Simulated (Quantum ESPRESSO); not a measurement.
# Be in Quantum ESPRESSO: the effect of target pressure

Crystal: Be.

```
Be
1.0
     2.28530    0.00000    0.00000
    -1.14265    1.97913    0.00000
     0.00000    0.00000    3.58420
Be
2
Direct
  0.66667 0.33333 0.75000
  0.33333 0.66667 0.25000
```

Alike in all runs:

| Quantity | Value |
| --- | --- |
| Program | Quantum ESPRESSO 7.5 |
| Task | relaxation of cell and atoms |
| Functional | LDA |
| Potentials or basis | SSSP 1.3 efficiency PBE |
| Cutoff | 857 eV |
| Density cutoff | 6884 eV |
| k mesh | 13 × 13 × 8 |
| Occupations | fermi-dirac, width 0.05 eV |
| Spin | no spin polarisation |

Each run relaxes the cell or the atoms first.

```csv
target pressure,relaxed volume (Å³/atom)
0 GPa,7.64
2 GPa,7.52
5 GPa,7.36
10 GPa,?
20 GPa,6.74
30 GPa,6.42
```

Q: What does the run with target pressure 10 GPa give?

A: Relaxed volume 7.13 Å³/atom.

Worked out: In Murnaghan's law V^(-B') rises as a straight line in P. The other rows fit best with B' = 3.2, V0 = 7.64 Å³/atom and B0 = 130 GPa, which gives 7.13 Å³/atom at 10 GPa, against the run's 7.13.

Caveats: the potentials were made for another functional, which shifts forces and pressure; the volume moved by over 15 % at a fixed basis, so the end points are rough (some runs).

Runs at the PBE level aren't shown here.
